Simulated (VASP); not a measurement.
# TiAl (Pm-3m) in VASP: a series of runs

The runs below take TiAl through relaxation of cell and atoms, with PBE+D3(BJ), PBEsol.

Everything below comes from runs of VASP 6.6.1. Logs are shortened: lines on timing, memory, paths and dates and some standing lists are left out, and cuts for length are marked.

### Step 1. The structure

It takes space group Pm-3m (No. 221, cubic). Conventional cell: a = 3.179 Å, b = 3.179 Å, c = 3.179 Å, α = 90.00°, β = 90.00°, γ = 90.00°. Ti (site symmetry m-3m) has 8 Al at 2.75 Å as nearest neighbours. Al (site symmetry m-3m) is surrounded by 8 Ti at 2.75 Å.

The cell comes from a database or a generator and needn't be the stable form of this composition.

### Step 2. Relaxation of cell and atoms, PBE+D3(BJ)

INCAR

```
SYSTEM = TiAl
PREC = Accurate
ENCUT = 600
EDIFF = 1E-7
ISMEAR = 0
SIGMA = 0.1
LREAL = .False.
LASPH = .True.
NELM = 60
ALGO = Normal
ISIF = 3
LWAVE = .False.
LCHARG = .False.
GGA = PE
IVDW = 12
IBRION = 2
NSW = 90
EDIFFG = -0.005
```

KPOINTS

```
Automatic mesh
0
Gamma
  14 14 14
  0 0 0
```

POSCAR

```
TiAl
1.0
    3.1790640000      0.0000000000      0.0000000000
    0.0000000000      3.1790640000      0.0000000000
    0.0000000000      0.0000000000      3.1790640000
Ti Al
1 1
Direct
    0.0000000000      0.0000000000      0.0000000000
    0.5000000000      0.5000000000      0.5000000000
```

Potentials or basis: VASP PAW PBE potentials, release 64 (Ti_sv, Al).

The run is started by

```bash
> cat potpaw_PBE.64/Ti_sv/POTCAR potpaw_PBE.64/Al/POTCAR > POTCAR
> mpirun -np 1 vasp_std > vasp.out
```

OUTCAR:

```text
SYSTEM = TiAl
   PREC = Accurate
   ENCUT = 600
   EDIFF = 1E-7
   ISMEAR = 0
   LREAL = .False.
   LASPH = .True.
   NELM = 60
   ISIF = 3
   GGA = PE
   IVDW = 12
   IBRION = 2
   NSW = 90
   EDIFFG = -0.005
 IVDW          = 12

 ion  position               nearest neighbor table
   1  0.000  0.000  0.000-   2 2.75   2 2.75   2 2.75   2 2.75   2 2.75   2 2.75   2 2.75   2 2.75

   2  0.500  0.500  0.500-   1 2.75   1 2.75   1 2.75   1 2.75   1 2.75   1 2.75   1 2.75   1 2.75

  LATTYP: Found a simple cubic cell.
 ALAT       =     3.1790640000

  Lattice vectors:

 A1 = (   3.1790640000,   0.0000000000,   0.0000000000)
 A2 = (   0.0000000000,   3.1790640000,   0.0000000000)
 A3 = (   0.0000000000,   0.0000000000,   3.1790640000)

Analysis of symmetry for initial positions (statically):
=====================================================================
 Subroutine PRICEL returns:
 Original cell was already a primitive cell.

 Routine SETGRP: Setting up the symmetry group for a
 simple cubic supercell.

 Subroutine GETGRP returns: Found 48 space group operations
 (whereof 48 operations were pure point group operations)
 out of a pool of 48 trial point group operations.

The static configuration has the point symmetry O_h .

Analysis of symmetry for dynamics (positions and initial velocities):
=====================================================================
 Subroutine PRICEL returns:
 Original cell was already a primitive cell.

 Routine SETGRP: Setting up the symmetry group for a
 simple cubic supercell.

 Subroutine GETGRP returns: Found 48 space group operations
 (whereof 48 operations were pure point group operations)
 out of a pool of 48 trial point group operations.

The dynamic configuration has the point symmetry O_h .

 Subroutine INISYM returns: Found 48 space group operations
 (whereof 48 operations are pure point group operations),
 and found     1 'primitive' translations

----------------------------------------------------------------------------------------

                                     Primitive cell

  volume of cell :      32.1290

  direct lattice vectors                    reciprocal lattice vectors
     3.179064000  0.000000000  0.000000000     0.314557996  0.000000000  0.000000000
     0.000000000  3.179064000  0.000000000     0.000000000  0.314557996  0.000000000
     0.000000000  0.000000000  3.179064000     0.000000000  0.000000000  0.314557996

  length of vectors
     3.179064000  3.179064000  3.179064000     0.314557996  0.314557996  0.314557996

  position of ions in fractional coordinates (direct lattice)
     0.000000000  0.000000000  0.000000000
     0.500000000  0.500000000  0.500000000

  ion indices of the primitive-cell ions
   primitive index   ion index
                 1           1
                 2           2

----------------------------------------------------------------------------------------

 KPOINTS: Automatic mesh

Automatic generation of k-mesh.
 Grid dimensions read from file:
 generate k-points for:   14   14   14

 Generating k-lattice:

  Cartesian coordinates                     Fractional coordinates (reciprocal lattice)
     0.022468428  0.000000000  0.000000000     0.071428571  0.000000000  0.000000000
     0.000000000  0.022468428  0.000000000     0.000000000  0.071428571  0.000000000
     0.000000000  0.000000000  0.022468428     0.000000000  0.000000000  0.071428571

  Length of vectors
     0.022468428  0.022468428  0.022468428

  Shift w.r.t. Gamma in fractional coordinates (k-lattice)
     0.000000000  0.000000000  0.000000000

 Subroutine IBZKPT returns following result:
 ===========================================

 Found    120 irreducible k-points:

 Following reciprocal coordinates:
            Coordinates               Weight
  0.000000  0.000000  0.000000      1.000000
  0.071429  0.000000  0.000000      6.000000
  0.142857  0.000000  0.000000      6.000000
  0.214286  0.000000  0.000000      6.000000
  0.285714  0.000000  0.000000      6.000000
  0.357143  0.000000  0.000000      6.000000
[... 16 lines left out ...]
  0.285714  0.214286  0.000000     24.000000
  0.357143  0.214286  0.000000     24.000000
 [... further k-points ...]
   k-points           NKPTS =    120   k-points in BZ     NKDIM =    120   number of bands    NBANDS=     11
   number of dos      NEDOS =    301   number of ions     NIONS =      2
   total plane-waves  NPLWV =  21952
   dimension x,y,z NGX =    28 NGY =   28 NGZ =   28
   dimension x,y,z NGXF=    56 NGYF=   56 NGZF=   56
   ions per type =               1   1
   NGX,Y,Z   is equivalent  to a cutoff of  14.64, 14.64, 14.64 a.u.
   NGXF,Y,Z  is equivalent  to a cutoff of  29.28, 29.28, 29.28 a.u.
 SYSTEM =  TiAl
   PREC   = accura    normal or accurate (medium, high low for compatibility)
   ISTART =      0    job   : 0-new  1-cont  2-samecut
   ICHARG =      2    charge: 1-file 2-atom 10-const
   ISPIN  =      1    spin polarized calculation?
   LNONCOLLINEAR =      F non collinear calculations
   LSORBIT =      F    spin-orbit coupling
   LASPH  =      T    aspherical Exc in radial PAW
   ENCUT  =  600.0 eV  44.10 Ry    6.64 a.u.   6.35  6.35  6.35*2*pi/ulx,y,z
   NELM   =     60;   NELMIN=  2; NELMDL= -5     # of ELM steps
   EDIFF  = 0.1E-06   stopping-criterion for ELM
   LREAL  =      F    real-space projection
   EDIFFG = -.5E-02   stopping-criterion for IOM
   NSW    =     90    number of steps for IOM
   IBRION =      2    ionic relax: 0-MD 1-quasi-New 2-CG
   NFREE  =      1    steps in history (QN), initial steepest desc. (CG)
   ISIF   =      3    stress and relaxation
   ISYM   =      2    0-nonsym 1-usesym 2-fastsym
   POTIM  = 0.5000    time-step for ionic-motion
   TEBEG  =    0.0;   TEEND  =   0.0 temperature during run
   PSTRESS=    0.0 pullay stress
   NELECT =      15.0000    total number of electrons
   NUPDOWN=      -1.0000    fix difference up-down
   EMIN   =  10.00;   EMAX   =-10.00  energy-range for DOS
   EFERMI =   0.00;   METHOD = LEGACY
   ISMEAR =     0;   SIGMA  =   0.10  broadening in eV -4-tet -1-fermi 0-gaus
   EFERMI_NEDOS =   21; number of points for ismear=-14 and -15
   IALGO  =     38    algorithm
   IMIX   =      4    mixing-type and parameters
     AMIX     =   0.40;   BMIX     =  1.00
     AMIX_MAG =   1.60;   BMIX_MAG =  1.00
  volume/ion in A,a.u.               =      16.06       108.41
  Fermi-wavevector in a.u.,A,eV,Ry     =   1.270007  2.399964 21.945065  1.612917
  Thomas-Fermi vector in A             =   2.403017
   LORBIT       =      0    0 simple, 1 ext, 2 COOP (PROOUT), +10 PAW based schemes
   GGA     = PE    functional components
   LHFCALC =     F    Hartree Fock is set to
   AEXX    =    0.0000 exact exchange contribution
   IVDW    =    12    specifies the selected vdW correction
   LEPSILON=     F    determine dielectric tensor
   LRPA    =     F    only Hartree local field effects (RPA)
 conjugate gradient relaxation of ions
 non-spin polarized calculation
 Gauss-broadening in eV      SIGMA  =   0.10
  energy-cutoff  :      600.00
  volume of cell :       32.13
 maximum number of plane-waves:      1108
 NGX is ok and might be reduce to    28
   NGX = 13   NGY = 13   NGZ = 13

--------------------------------------- Ionic step        1  -------------------------------------------

 number of electron      15.0000003 magnetization

 Free energy of the ion-electron system (eV)
  ---------------------------------------------------
  ext. energy  EPLUGINS =         0.00000000
  ---------------------------------------------------
  free energy    TOTEN  =       -12.11589146 eV

  energy without entropy =      -12.10367930  energy(sigma->0) =      -12.10978538

------------------------ aborting loop because EDIFF is reached ----------------------------------------

 Edisp (eV)   -0.97217

 E8    (eV) :    -0.4501

  FORCE on cell =-STRESS in cart. coord.  units (eV):
  Direction    XX          YY          ZZ          XY          YZ          ZX
  --------------------------------------------------------------------------------------
  -------------------------------------------------------------------------------------
  Total      -0.86584    -0.86584    -0.86584    -0.00000    -0.00000     0.00000
  in kB     -43.17702   -43.17702   -43.17702    -0.00000    -0.00000     0.00000
  external pressure =      -43.18 kB  Pullay stress =        0.00 kB
[... 61 lines left out ...]
  energy  without entropy=      -13.0862823235  energy(sigma->0) =      -13.09202038

--------------------------------------- Ionic step        3  -------------------------------------------

 number of electron      15.0000000 magnetization

 Free energy of the ion-electron system (eV)
  ---------------------------------------------------
  ext. energy  EPLUGINS =         0.00000000
  ---------------------------------------------------
  free energy    TOTEN  =       -12.09292243 eV

  energy without entropy =      -12.08115734  energy(sigma->0) =      -12.08703988

 E-fermi :   9.2009     XC(G=0): -11.2531

 val. band max:        9.1975420714   @ k =   0.2857   0.2857   0.0000
 cond. band min:       9.2031838224   @ k =   0.3571   0.1429   0.1429
 fundamental gap:      0.0056417510
 Fermi energy:         9.2009317943

 k-point     1 :       0.0000    0.0000    0.0000
  band No.  band energies     occupation
      1     -47.6278      2.00000
      2     -23.8266      2.00000
      3     -23.8266      2.00000
      4     -23.8266      2.00000
      5      -0.2577      2.00000
      6       7.6581      2.00000
      7       7.6581      2.00000
      8      11.0849      0.00000
      9      11.0849      0.00000
     10      11.0849      0.00000
     11      13.7932      0.00000
[... 309 lines left out ...]
 k-point    24 :       0.3571    0.2143    0.0000
  band No.  band energies     occupation
      1     -47.6068      2.00000
      2     -23.9767      2.00000
      3     -23.8860      2.00000
      4     -23.8057      2.00000
      5       2.3103      2.00000
      6       5.9542      2.00000
      7       7.9772      2.00000
      8       9.1342      1.65470
      9       9.7616      0.00000
     10      10.6188      0.00000
     11      12.2539      0.00000

 [... further k-points ...]

------------------------ aborting loop because EDIFF is reached ----------------------------------------

 Edisp (eV)   -1.01212

 E8    (eV) :    -0.4689

  FORCE on cell =-STRESS in cart. coord.  units (eV):
  Direction    XX          YY          ZZ          XY          YZ          ZX
  --------------------------------------------------------------------------------------
  -------------------------------------------------------------------------------------
  Total       0.00094     0.00094     0.00094     0.00000     0.00000     0.00000
  in kB       0.04891     0.04891     0.04891     0.00000     0.00000     0.00000
  external pressure =        0.05 kB  Pullay stress =        0.00 kB
[... 17 lines left out ...]
  FREE ENERGIE OF THE ION-ELECTRON SYSTEM (eV)
  ---------------------------------------------------
  free  energy   TOTEN  =       -13.1050386856 eV

  energy  without entropy=      -13.0932735882  energy(sigma->0) =      -13.09915614

 reached required accuracy - stopping structural energy minimisation
```

Run time: 51 s. Hardware: 1 thread of Intel Xeon 6975P-C (Granite Rapids), shared host; peak memory 0.21 GiB.

What came out:

* Free energy: -13.1050 eV
* Relaxed volume: 15.46 Å³/atom
* Relaxed cell: a = 3.138 Å, b = 3.138 Å, c = 3.138 Å, α = 90.00°, β = 90.00°, γ = 90.00°
* Space group after relaxing (to 0.05 Å): Pm-3m (No. 221)
* Energy gained by relaxing: 8.5 meV/atom
* Ionic steps: 3
* Pressure after relaxing: 0.0 GPa
* Band gap on the k mesh: none (metal or under the smearing width)
* Dispersion energy per atom: -0.506 eV

Step by step:
| step | energy change (eV) | largest force (eV/Å) | pressure (GPa) | volume (Å³) |
| --- | --- | --- | --- | --- |
| 1 | 0.0000 | 0.0000 | -4.32 | 32.13 |
| 2 | -0.0097 | 0.0000 | 3.15 | 30.16 |
| 3 | -0.0170 | 0.0000 | 0.00 | 30.91 |

Final structure:
```cif
data_structure
_symmetry_space_group_name_H-M 'P 1'
_symmetry_Int_Tables_number 1
_cell_length_a 3.1385
_cell_length_b 3.1385
_cell_length_c 3.1385
_cell_angle_alpha 90.000
_cell_angle_beta 90.000
_cell_angle_gamma 90.000
_cell_volume 30.91
loop_
_atom_site_label
_atom_site_type_symbol
_atom_site_fract_x
_atom_site_fract_y
_atom_site_fract_z
_atom_site_occupancy
Ti1 Ti 0.00000 0.00000 0.00000 1
Al1 Al 0.50000 0.50000 0.50000 1
```

Caveat: pairwise dispersion overbinds metals, which lowers pressure and volume.

### Step 3. Relaxation of cell and atoms, PBEsol

INCAR: that of step 2 with these lines changed.

```diff
@@ -2,3 +2,3 @@
 PREC = Accurate
-ENCUT = 600
+ENCUT = 300
 EDIFF = 1E-7
@@ -13,4 +13,3 @@
 LCHARG = .False.
-GGA = PE
-IVDW = 12
+GGA = PS
 IBRION = 2
```

KPOINTS is that of step 2.

POSCAR is that of step 2.

Potentials or basis: VASP PAW PBE potentials, release 64 (Ti_sv, Al).

The run is started by

```bash
> cat potpaw_PBE.64/Ti_sv/POTCAR potpaw_PBE.64/Al/POTCAR > POTCAR
> mpirun -np 1 vasp_std > vasp.out
```

Run time: 16 s. Hardware: 1 thread of Intel Xeon 6975P-C (Granite Rapids), shared host; peak memory 0.13 GiB.

These settings aren't checked as converged: the numbers below hold their error.

Results:

```
Free energy                            : -12.9644 eV
Relaxed volume                         : 15.69 Å³/atom
Relaxed cell                           : a = 3.154 Å, b = 3.154 Å, c = 3.154 Å, α = 90.00°, β = 90.00°, γ = 90.00°
Space group after relaxing (to 0.05 Å) : Pm-3m (No. 221)
Energy gained by relaxing              : 3.2 meV/atom
Ionic steps                            : 3
Band gap on the k mesh                 : none (metal or under the smearing width)
```

Caveat: the cutoff is under 1.25 times the usual one of these potentials, so pressure, stress and relaxed cells hold a basis-set (Pulay) error; the PAW data sets were made with another functional, which shifts forces and pressure a little.

### Step 4. Relaxation of cell and atoms, PBEsol

INCAR: that of step 3 with these lines changed.

```diff
@@ -2,3 +2,3 @@
 PREC = Accurate
-ENCUT = 300
+ENCUT = 600
 EDIFF = 1E-7
```

KPOINTS

```
Automatic mesh
0
Gamma
  6 6 6
  0 0 0
```

POSCAR is that of step 3.

The run is started by

```bash
> cat potpaw_PBE.64/Ti_sv/POTCAR potpaw_PBE.64/Al/POTCAR > POTCAR
> mpirun -np 1 vasp_std > vasp.out
```

Wall time 13 s (1 thread of Intel Xeon 6975P-C (Granite Rapids), shared host); peak memory 0.16 GiB.

It converged, with:

```
Free energy                            : -12.9748 eV
Relaxed volume                         : 15.70 Å³/atom
Relaxed cell                           : a = 3.155 Å, b = 3.155 Å, c = 3.155 Å, α = 90.00°, β = 90.00°, γ = 90.00°
Space group after relaxing (to 0.05 Å) : Pm-3m (No. 221)
Energy gained by relaxing              : 3.0 meV/atom
Ionic steps                            : 3
Pressure after relaxing                : 0.0 GPa
Band gap on the k mesh                 : none (metal or under the smearing width)
```

Step by step:
```tsv
step	energy change (eV)	largest force (eV/Å)	pressure (GPa)	volume (Å³)
1	0.0000	0.0000	-2.61	32.13
2	-0.0034	0.0000	1.86	30.93
3	-0.0061	0.0000	0.00	31.40
```

Final structure:
```xyz
2
Lattice="3.1548 0.0000 0.0000 0.0000 3.1548 0.0000 0.0000 0.0000 3.1548" Properties=species:S:1:pos:R:3 pbc="T T T"
Ti    0.0000    0.0000    0.0000
Al    1.5774    1.5774    1.5774
```

Levels at points of the mesh, in eV from the Fermi level:
```tsv
k point	band 5	band 6	band 7	band 8	band 9	band 10
(0.00, 0.00, 0.00)	-9.38	-1.50	-1.50	1.83	1.83	1.83
(0.50, 0.00, 0.00)	-6.06	-5.27	-0.58	0.13	0.13	2.05
(0.50, 0.50, 0.00)	-5.08	-2.11	-2.11	-1.51	0.70	0.70
(0.50, 0.50, 0.50)	-3.18	-3.18	-3.18	0.77	2.90	2.90
```

Caveat: the PAW data sets were made with another functional, which shifts forces and pressure a little.
